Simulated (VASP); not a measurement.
# Au (Fm-3m) in VASP: further runs

Runs on Au. Level: LDA. Tasks: relaxation of cell and atoms, electrostatic potential.

Program: VASP 6.6.1. These are calculated values, not measurements. Logs are shortened: lines on timing, memory, paths and dates and some standing lists are left out, and cuts for length are marked.

## Step 1: Starting point

It takes space group Fm-3m (No. 225, cubic). Conventional cell: a = 4.080 Å, b = 4.080 Å, c = 4.080 Å, α = 90.00°, β = 90.00°, γ = 90.00°. Around Au (site symmetry m-3m) lie 12 Au at 2.88 Å.

The cell was built by a generator and needn't be a form met in nature.

## Step 2: Relaxation of cell and atoms, LDA

INCAR reads:

```
SYSTEM = Au
ALGO = Fast ; EDIFF = 1E-7
EDIFFG = -0.005 ; ENCUT = 600
IBRION = 2 ; ISIF = 3
ISMEAR = 1 ; LASPH = .True.
LCHARG = .False. ; LREAL = .False.
LWAVE = .False. ; NELM = 120
NSW = 60 ; PREC = Accurate
SIGMA = 0.1
```

KPOINTS reads:

```
k-points
0
Gamma
  18 18 18
  0 0 0
```

POSCAR reads:

```
Au
1.0
    0.0000000000      2.0400000000      2.0400000000
    2.0400000000      0.0000000000      2.0400000000
    2.0400000000      2.0400000000      0.0000000000
Au
1
Direct
    0.0000000000      0.0000000000      0.0000000000
```

Potentials or basis: VASP PAW LDA potentials, release 64 (Au).

Launch:

```
$ cat potpaw_LDA.64/Au/POTCAR > POTCAR
$ mpirun -np 1 vasp_std > vasp.out
```

OUTCAR:

```text
SYSTEM = Au
   EDIFF = 1E-7
   EDIFFG = -0.005
   ENCUT = 600
   IBRION = 2
   ISIF = 3
   ISMEAR = 1
   LASPH = .True.
   LREAL = .False.
   NELM = 120
   NSW = 60
   PREC = Accurate

 ion  position               nearest neighbor table
   1  0.000  0.000  0.000-

  LATTYP: Found a face centered cubic cell.
 ALAT       =     4.0800000000

  Lattice vectors:

 A1 = (   0.0000000000,   2.0400000000,   2.0400000000)
 A2 = (   2.0400000000,   0.0000000000,   2.0400000000)
 A3 = (   2.0400000000,   2.0400000000,   0.0000000000)

Analysis of symmetry for initial positions (statically):
=====================================================================
 Subroutine PRICEL returns:
 Original cell was already a primitive cell.

 Routine SETGRP: Setting up the symmetry group for a
 face centered cubic supercell.

 Subroutine GETGRP returns: Found 48 space group operations
 (whereof 48 operations were pure point group operations)
 out of a pool of 48 trial point group operations.

The static configuration has the point symmetry O_h .

Analysis of symmetry for dynamics (positions and initial velocities):
=====================================================================
 Subroutine PRICEL returns:
 Original cell was already a primitive cell.

 Routine SETGRP: Setting up the symmetry group for a
 face centered cubic supercell.

 Subroutine GETGRP returns: Found 48 space group operations
 (whereof 48 operations were pure point group operations)
 out of a pool of 48 trial point group operations.

The dynamic configuration has the point symmetry O_h .

 Subroutine INISYM returns: Found 48 space group operations
 (whereof 48 operations are pure point group operations),
 and found     1 'primitive' translations

----------------------------------------------------------------------------------------

                                     Primitive cell

  volume of cell :      16.9793

  direct lattice vectors                    reciprocal lattice vectors
     0.000000000  2.040000000  2.040000000    -0.245098039  0.245098039  0.245098039
     2.040000000  0.000000000  2.040000000     0.245098039 -0.245098039  0.245098039
     2.040000000  2.040000000  0.000000000     0.245098039  0.245098039 -0.245098039

  length of vectors
     2.884995667  2.884995667  2.884995667     0.424522257  0.424522257  0.424522257

  position of ions in fractional coordinates (direct lattice)
     0.000000000  0.000000000  0.000000000

  ion indices of the primitive-cell ions
   primitive index   ion index
                 1           1

----------------------------------------------------------------------------------------

 KPOINTS: k-points

Automatic generation of k-mesh.
 Grid dimensions read from file:
 generate k-points for:   18   18   18

 Generating k-lattice:

  Cartesian coordinates                     Fractional coordinates (reciprocal lattice)
    -0.013616558  0.013616558  0.013616558     0.055555556  0.000000000  0.000000000
     0.013616558 -0.013616558  0.013616558     0.000000000  0.055555556  0.000000000
     0.013616558  0.013616558 -0.013616558     0.000000000  0.000000000  0.055555556

  Length of vectors
     0.023584570  0.023584570  0.023584570

  Shift w.r.t. Gamma in fractional coordinates (k-lattice)
     0.000000000  0.000000000  0.000000000

 Subroutine IBZKPT returns following result:
 ===========================================

 Found    195 irreducible k-points:

 Following reciprocal coordinates:
            Coordinates               Weight
  0.000000  0.000000  0.000000      1.000000
  0.055556  0.000000  0.000000      8.000000
  0.111111  0.000000  0.000000      8.000000
  0.166667  0.000000  0.000000      8.000000
  0.222222  0.000000  0.000000      8.000000
  0.277778  0.000000  0.000000      8.000000
[... 16 lines left out ...]
 -0.277778  0.055556  0.000000     24.000000
 -0.222222  0.055556  0.000000     24.000000
 [... further k-points ...]
   k-points           NKPTS =    195   k-points in BZ     NKDIM =    195   number of bands    NBANDS=      9
   number of dos      NEDOS =    301   number of ions     NIONS =      1
   total plane-waves  NPLWV =  13824
   dimension x,y,z NGX =    24 NGY =   24 NGZ =   24
   dimension x,y,z NGXF=    48 NGYF=   48 NGZF=   48
   ions per type =               1
   NGX,Y,Z   is equivalent  to a cutoff of  13.83, 13.83, 13.83 a.u.
   NGXF,Y,Z  is equivalent  to a cutoff of  27.66, 27.66, 27.66 a.u.
 SYSTEM =  Au
   PREC   = accura    normal or accurate (medium, high low for compatibility)
   ISTART =      0    job   : 0-new  1-cont  2-samecut
   ICHARG =      2    charge: 1-file 2-atom 10-const
   ISPIN  =      1    spin polarized calculation?
   LNONCOLLINEAR =      F non collinear calculations
   LSORBIT =      F    spin-orbit coupling
   LASPH  =      T    aspherical Exc in radial PAW
   ENCUT  =  600.0 eV  44.10 Ry    6.64 a.u.   5.76  5.76  5.76*2*pi/ulx,y,z
   NELM   =    120;   NELMIN=  2; NELMDL= -5     # of ELM steps
   EDIFF  = 0.1E-06   stopping-criterion for ELM
   LREAL  =      F    real-space projection
   EDIFFG = -.5E-02   stopping-criterion for IOM
   NSW    =     60    number of steps for IOM
   IBRION =      2    ionic relax: 0-MD 1-quasi-New 2-CG
   NFREE  =      1    steps in history (QN), initial steepest desc. (CG)
   ISIF   =      3    stress and relaxation
   ISYM   =      2    0-nonsym 1-usesym 2-fastsym
   POTIM  = 0.5000    time-step for ionic-motion
   TEBEG  =    0.0;   TEEND  =   0.0 temperature during run
   PSTRESS=    0.0 pullay stress
   NELECT =      11.0000    total number of electrons
   NUPDOWN=      -1.0000    fix difference up-down
   EMIN   =  10.00;   EMAX   =-10.00  energy-range for DOS
   EFERMI =   0.00;   METHOD = LEGACY
   ISMEAR =     1;   SIGMA  =   0.10  broadening in eV -4-tet -1-fermi 0-gaus
   EFERMI_NEDOS =   21; number of points for ismear=-14 and -15
   IALGO  =     68    algorithm
   IMIX   =      4    mixing-type and parameters
     AMIX     =   0.40;   BMIX     =  1.00
     AMIX_MAG =   1.60;   BMIX_MAG =  1.00
  volume/ion in A,a.u.               =      16.98       114.58
  Fermi-wavevector in a.u.,A,eV,Ry     =   1.416551  2.676893 27.301680  2.006617
  Thomas-Fermi vector in A             =   2.537874
   LORBIT       =      0    0 simple, 1 ext, 2 COOP (PROOUT), +10 PAW based schemes
   GGA     = CA    functional components
   LHFCALC =     F    Hartree Fock is set to
   AEXX    =    0.0000 exact exchange contribution
   IVDW    =     0    specifies the selected vdW correction
   LEPSILON=     F    determine dielectric tensor
   LRPA    =     F    only Hartree local field effects (RPA)
 conjugate gradient relaxation of ions
 non-spin polarized calculation
 RMM-DIIS sequential band-by-band and
 Methfessel and Paxton  Order N= 1 SIGMA  =   0.10
  energy-cutoff  :      600.00
  volume of cell :       16.98
 maximum number of plane-waves:       588
   NGX = 11   NGY = 11   NGZ = 11

--------------------------------------- Ionic step        1  -------------------------------------------

 number of electron      11.0000000 magnetization

 Free energy of the ion-electron system (eV)
  ---------------------------------------------------
  ext. energy  EPLUGINS =         0.00000000
  ---------------------------------------------------
  free energy    TOTEN  =        -4.44141689 eV

  energy without entropy =       -4.44125673  energy(sigma->0) =       -4.44136351

------------------------ aborting loop because EDIFF is reached ----------------------------------------

  FORCE on cell =-STRESS in cart. coord.  units (eV):
  Direction    XX          YY          ZZ          XY          YZ          ZX
  --------------------------------------------------------------------------------------
  -------------------------------------------------------------------------------------
  Total       -0.3892063     -0.3892063     -0.3892063      0.0000000      0.0000000      0.0000000
  in kB      -36.7256916    -36.7256916    -36.7256916      0.0000000      0.0000000      0.0000000
  external PRESSURE =     -36.7256916 kB  Pullay stress =       0.0000000 kB
[... 20 lines left out ...]
  energy  without entropy=       -4.4412567346  energy(sigma->0) =       -4.44136351

--------------------------------------- Ionic step        2  -------------------------------------------

 number of electron      11.0000001 magnetization

 E-fermi :  10.3405     XC(G=0): -13.3355

 val. band max:       10.3210632004   @ k =   0.5000   0.1667   0.0556
 cond. band min:      10.3734516906   @ k =   0.5000   0.2778   0.1111
 fundamental gap:      0.0523884902
 Fermi energy:        10.3404841566

 k-point     1 :       0.0000    0.0000    0.0000
  band No.  band energies     occupation
      1      -0.2280      2.00000
      2       5.2943      2.00000
      3       5.2943      2.00000
      4       5.2943      2.00000
      5       7.0051      2.00000
      6       7.0051      2.00000
      7      24.7256      0.00000
      8      29.0321      0.00000
      9      29.0321      0.00000
[... 343 lines left out ...]
  energy  without entropy=       -4.4452600297  energy(sigma->0) =       -4.44536132

--------------------------------------- Ionic step        4  -------------------------------------------

 number of electron      10.9999999 magnetization

 Free energy of the ion-electron system (eV)
  ---------------------------------------------------
  ext. energy  EPLUGINS =         0.00000000
  ---------------------------------------------------
  free energy    TOTEN  =        -4.44541229 eV

  energy without entropy =       -4.44526119  energy(sigma->0) =       -4.44536192

 E-fermi :   9.6726     XC(G=0): -13.1227

 val. band max:        9.6695515009   @ k =   0.4444   0.4444   0.0000
 cond. band min:       9.6892367219   @ k =   0.5000   0.2778   0.1111
 fundamental gap:      0.0196852210
 Fermi energy:         9.6726353751

 k-point     1 :       0.0000    0.0000    0.0000
  band No.  band energies     occupation
      1      -0.4739      2.00000
      2       4.8572      2.00000
      3       4.8572      2.00000
      4       4.8572      2.00000
      5       6.4627      2.00000
      6       6.4627      2.00000
      7      24.1482      0.00000
      8      28.2419      0.00000
      9      28.2419      0.00000
[... 304 lines left out ...]
  FREE ENERGIE OF THE ION-ELECTRON SYSTEM (eV)
  ---------------------------------------------------
  free  energy   TOTEN  =        -4.4454122894 eV

  energy  without entropy=       -4.4452611899  energy(sigma->0) =       -4.44536192

 reached required accuracy - stopping structural energy minimisation
```

Wall time 40 s (1 thread of Intel Xeon Platinum 8488C (Sapphire Rapids), shared host); peak memory 0.17 GiB.

What came out:

```
Free energy                            : -4.4454 eV
Relaxed volume                         : 16.64 Å³/atom
Relaxed cell                           : a = 2.865 Å, b = 2.865 Å, c = 2.865 Å, α = 60.00°, β = 60.00°, γ = 60.00°
Space group after relaxing (to 0.05 Å) : Fm-3m (No. 225)
Energy gained by relaxing              : 4.0 meV/atom
Ionic steps                            : 4
Pressure after relaxing                : 0.0 GPa
Band gap on the k mesh                 : none (metal or under the smearing width)
```

Step by step:
```csv
step,energy change (eV),largest force (eV/Å),pressure (GPa),volume (Å³)
1,0.0000,0.0000,-3.67,16.98
2,0.0101,0.0000,7.82,16.04
3,-0.0040,0.0000,-0.09,16.64
4,-0.0040,0.0000,0.01,16.64
```

Final structure:
```xyz
1
Lattice="0.0000 2.0262 2.0262 2.0262 0.0000 2.0262 2.0262 2.0262 0.0000" Properties=species:S:1:pos:R:3 pbc="T T T"
Au    4.0523    2.0262    2.0262
```

The run has no spin-orbit coupling, so splittings on Au are missing.

## Step 3: Electrostatic potential, LDA

This run uses another cell than the first one, of 16.64 Å³/atom, 0.980 times its volume.

INCAR reads:

```
PREC = Accurate
ENCUT = 520
EDIFF = 1E-7
ISMEAR = 1
SIGMA = 0.1
LREAL = F
LASPH = T
NELM = 80
ALGO = Fast
ISIF = 2
LWAVE = F
LCHARG = T
LVHAR = T
```

KPOINTS reads:

```
Automatic mesh
0
Gamma
  18 18 18
```

POSCAR reads:

```
Au                                      
1.0
    0.0000000000      2.0261579016      2.0261579016
    2.0261579016      0.0000000000      2.0261579016
    2.0261579016      2.0261579016      0.0000000000
  Au            
     1
Direct
     0.0000000000000000    1.0000000000000000    1.0000000000000000
```

Potentials or basis: VASP PAW LDA potentials, release 64 (Au).

Launch:

```
$ cat potpaw_LDA.64/Au/POTCAR > POTCAR
$ mpirun -np 1 vasp_std > vasp.out
```

It took 15 s on 1 thread of Intel Xeon Platinum 8488C (Sapphire Rapids), shared host; peak memory 0.15 GiB.

It converged, with:

```yaml
Free_energy: -4.4454 eV
Pressure: -0.1 GPa
Band_gap_on_the_k_mesh: none (metal or under the smearing width)
```

Levels at points of the mesh, in eV from the Fermi level:
| k point | band 3 | band 4 | band 5 | band 6 | band 7 | band 8 | band 9 |
| --- | --- | --- | --- | --- | --- | --- | --- |
| (0.00, 0.00, 0.00) | -4.82 | -4.82 | -3.21 | -3.21 | 14.48 | 18.57 | 18.57 |
| (0.50, 0.00, 0.00) | -4.85 | -1.95 | -1.95 | -1.09 | 3.21 | 13.94 | 17.22 |
| (0.50, 0.50, 0.00) | -1.99 | -1.61 | -1.61 | 0.92 | 5.97 | 10.01 | 10.01 |

The run has no spin-orbit coupling, so splittings on Au are missing.

## Step 4: Relaxation of cell and atoms, LDA

INCAR reads:

```
SYSTEM = Au
  ALGO = Normal
  EDIFF = 1E-7
  EDIFFG = -0.005
  ENCUT = 600
  GGA = CA
  IBRION = 2
  ISIF = 3
  ISMEAR = 1
  LASPH = .TRUE.
  LCHARG = .FALSE.
  LREAL = .FALSE.
  LWAVE = .FALSE.
  NELM = 120
  NSW = 40
  PREC = Accurate
  SIGMA = 0.1
```

KPOINTS reads:

```
k-points
0
G
  18 18 18
  0 0 0
```

POSCAR reads:

```
Au
1.0
    0.0000000000      2.0400000000      2.0400000000
    2.0400000000      0.0000000000      2.0400000000
    2.0400000000      2.0400000000      0.0000000000
Au
1
Direct
    0.0000000000      0.0000000000      0.0000000000
```

Launch:

```
$ cat potpaw_LDA.64/Au/POTCAR > POTCAR
$ mpirun -np 1 vasp_std > vasp.out
```

Wall time 18 s (1 thread of Intel Xeon 6975P-C (Granite Rapids), shared host); peak memory 0.17 GiB.

Results (log left out):

```
Free energy                            : -4.4454 eV
Relaxed volume                         : 16.64 Å³/atom
Relaxed cell                           : a = 2.866 Å, b = 2.866 Å, c = 2.866 Å, α = 60.00°, β = 60.00°, γ = 60.00°
Space group after relaxing (to 0.05 Å) : Fm-3m (No. 225)
Energy gained by relaxing              : 4.0 meV/atom
Ionic steps                            : 3
Pressure after relaxing                : 0.0 GPa
Band gap on the k mesh                 : none (metal or under the smearing width)
```

The path:
```csv
step,energy change (eV),largest force (eV/Å),pressure (GPa),volume (Å³)
1,0.0000,0.0000,-3.68,16.98
2,0.0102,0.0000,7.89,16.04
3,-0.0040,0.0000,-0.04,16.64
```

Final structure:
```
Au
1.0
     0.00000    2.02643    2.02643
     2.02643    0.00000    2.02643
     2.02643    2.02643    0.00000
Au
1
Cartesian
  0.0000 0.0000 0.0000
```

Levels at points of the mesh, in eV from the Fermi level:
| k point | band 3 | band 4 | band 5 | band 6 | band 7 | band 8 | band 9 |
| --- | --- | --- | --- | --- | --- | --- | --- |
| (0.00, 0.00, 0.00) | -4.81 | -4.81 | -3.21 | -3.21 | 14.48 | 18.57 | 18.57 |
| (0.50, 0.00, 0.00) | -4.85 | -1.95 | -1.95 | -1.09 | 3.21 | 13.94 | 17.22 |
| (0.50, 0.50, 0.00) | -1.99 | -1.61 | -1.61 | 0.92 | 5.97 | 10.01 | 10.01 |

[end of part 1 of 2]
